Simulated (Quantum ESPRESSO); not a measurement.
Sn under changes of volume

One of the cells (27.205 Å³/atom); the others are scaled copies at fixed shape and fractional positions:

```xyz
1
Lattice="-1.8947 1.8947 1.8947 1.8947 -1.8947 1.8947 1.8947 1.8947 -1.8947" Properties=species:S:1:pos:R:3 pbc="T T T"
Sn    0.0000    0.0000    0.0000
```

This isn't the form of Sn at room conditions, which is tetragonal (white tin).

- Program: Quantum ESPRESSO 7.5
- Functional: LDA
- Potentials or basis: GBRV 1.5 LDA
- Cutoff: 925 eV
- Density cutoff: 7401 eV
- k mesh: 10 × 10 × 10
- Occupations: fermi-dirac, width 0.05 eV
- Spin: no spin polarisation

| volume (Å³/atom) | energy over the lowest point (meV/atom) | pressure (GPa) |
| --- | --- | --- |
| 25.573 | 0.00 | -0.8 |
| 26.117 | 3.98 | -1.9 |
| 26.661 | ? | ? |
| 27.205 | 21.72 | -3.7 |
| 27.749 | 34.73 | -4.4 |
| 28.293 | 50.14 | -5.0 |
| 28.837 | 67.66 | -5.6 |

**Question.** What does the run at 26.661 Å³/atom give?

**Answer.** Energy over the lowest point 11.33 meV/atom; pressure -2.8 GPa.

Worked out: A Birch-Murnaghan fit of order 3 (a polynomial in V^(-2/3)) to the other rows has its minimum at 25.27 Å³/atom, just outside them, with B0 = V·E''(V) = 55 GPa and B' = 4.4. It gives 11.35 meV/atom at 26.661 Å³/atom, against the run's 11.33, and -dE/dV = -2.6 GPa, against -2.8.

Energies are extrapolated to zero smearing.
